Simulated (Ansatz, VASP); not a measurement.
**Ge: VASP and Ansatz over several settings**

```
Ge
1.0
     0.00000    2.79068    2.79068
     2.79068    0.00000    2.79068
     2.79068    2.79068    0.00000
Ge
2
Direct
  0.75000 0.75000 0.75000
  0.50000 0.50000 0.50000
```

Change from the starting cell: volume scaled by 0.96.

Single points on this cell with VASP 6.6.1 and Ansatz 0.2.0. Each row is one pair of runs. Alike in all rows: spin: off; k mesh: 8 × 8 × 8; smearing: fermi-dirac, width 0.05 eV; VASP's potentials, cutoff: VASP PAW PBE potentials, release 64 (Ge_d), 520 eV.

```tsv
level	Ansatz's potentials, cutoff	gap on the k mesh at the Fermi level (eV), VASP	gap on the k mesh at the Fermi level (eV), Ansatz	least direct gap on the mesh (eV), VASP	least direct gap on the mesh (eV), Ansatz	pressure (GPa), VASP	pressure (GPa), Ansatz
PBE	Ansatz NC, 1061 eV	0.31	0.31	0.41	0.41	6.9	7.1
PBE	Ansatz PAW, 420 eV	0.31	0.31	0.41	0.41	6.9	7.0
PBE	Ansatz PAW polarizable, 420 eV	0.31	0.31	0.41	0.41	6.9	7.0
PBE	PseudoDojo standard (PBE files), 1061 eV	0.31	0.31	0.41	0.41	6.9	7.1
PBE	Ansatz PAW earlier set, 560 eV	0.31	0.31	0.41	0.41	6.9	7.0
PBE	JTH PAW, 1080 eV	0.31	0.30	0.41	0.39	6.9	7.2
PBE	SPMS NC, 680 eV	0.31	0.31	0.41	0.40	6.9	7.1
PBE	PseudoDojo stringent (PBE files), 1687 eV	0.31	0.31	0.41	0.41	6.9	7.0
```

Gap on the k mesh at the fermi level (eV): the two programs differ by at most 0.008; least direct gap on the mesh (eV): the two programs differ by at most 0.024; pressure (GPa): the two programs differ by at most 0.23.
